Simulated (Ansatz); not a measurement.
# Cu: strong compression

How does Cu (hcp type) answer strong compression? Methods of the runs shown: PAW.

Method: DFT PBE, with the methods named in each step, in Ansatz 0.2.0.

## 1. The structure to begin with

It takes space group P6_3/mmc (No. 194, hexagonal). The conventional cell has a = 2.573 Å, b = 2.573 Å, c = 4.168 Å, α = 90.00°, β = 90.00°, γ = 120.00°. Cu (site symmetry -6m2) has 12 Cu at 2.56 to 2.57 Å as nearest neighbours.

Coordinates:

```cif
data_structure
_symmetry_space_group_name_H-M 'P 1'
_symmetry_Int_Tables_number 1
_cell_length_a 2.5731
_cell_length_b 2.5731
_cell_length_c 4.1684
_cell_angle_alpha 90.000
_cell_angle_beta 90.000
_cell_angle_gamma 120.000
_cell_volume 23.90
loop_
_atom_site_label
_atom_site_type_symbol
_atom_site_fract_x
_atom_site_fract_y
_atom_site_fract_z
_atom_site_occupancy
Cu1 Cu 0.33333 0.66667 0.25000 1
Cu2 Cu 0.66667 0.33333 0.75000 1
```

Whether this phase is the stable one at these pressures isn't tested.

Atoms are numbered in the order of the input: Cu1, Cu2.

## 2. Cell relaxed at zero pressure, PAW

File input.yaml:

```yaml
crystal:
  lattice:
    - [2.5730649657, 0.0, 0.0]
    - [-1.2865324828, 2.2283396258, 0.0]
    - [0.0, 0.0, 4.1683652444]
  atoms:
    - { symbol: Cu, position: [0.3333333333, 0.6666666667, 0.25] }
    - { symbol: Cu, position: [0.6666666667, 0.3333333333, 0.75] }
kpoints:
  mp_grid: { grid: [19, 19, 10] }
scf:
  occupations: { method: fermi_dirac, width: 0.05 }
hamiltonian:
  xc: pbe
  pseudopotentials: { kind: paw }
output:
  forces: true
  stress: true
relax:
  f_tol: 0.005
  max_steps: 40
  cell: {}
```

Command:

```
ansatz run input.yaml --threads 1 --pin off --max-ram 2048MiB --backend cpu --events-out ev --progress --plain --runs-dir out
```

Further steps of the session: Volume scaled by 1, PAW; Volume scaled by 1, PAW (core large); Shape and atoms relaxed at 0.9 of the volume, PAW; Volume scaled by 0.9, PAW; Volume scaled by 0.9, PAW (source ansatz); Shape and atoms relaxed at 0.8 of the volume, PAW; Volume scaled by 0.8, PAW; Shape and atoms relaxed at 0.7 of the volume, PAW; Volume scaled by 0.7, PAW; Shape and atoms relaxed at 0.6 of the volume, PAW; Volume scaled by 0.6, PAW; Shape and atoms relaxed at 0.5 of the volume, PAW; Volume scaled by 0.5, PAW; Shape and atoms relaxed at 0.4 of the volume, PAW; Volume scaled by 0.4, PAW; Volume scaled by 0.4, PAW (level accurate).

Q: Predict the outcome of this session. Wanted: PAW pressure at 0.4 of the volume; PAW; fitted bulk modulus at zero pressure.

**Answer**, as computed:

| quantity | value |
| --- | --- |
| PAW pressure at 0.4 of the volume | 1199.2 GPa |
| PAW (level accurate) pressure at 0.4 of the volume | 1205.1 GPa |
| fitted bulk modulus at zero pressure (PAW) | 149 GPa |
| its pressure derivative | 4.64 |

In words: By PAW the pressure climbs to 1199 GPa at 0.4 of the first volume. A third-order Birch-Murnaghan curve fits the range only roughly (B₀ = 149 GPa, B′ = 4.64, misfit at most 10.08 GPa). A fit over so wide a range leans to the high pressures, so B₀ can be off by several per cent. No all-electron run checks these rows here, and frozen cores can fail under such compression. The ions are at rest, and the electrons smeared by 0.05 eV.
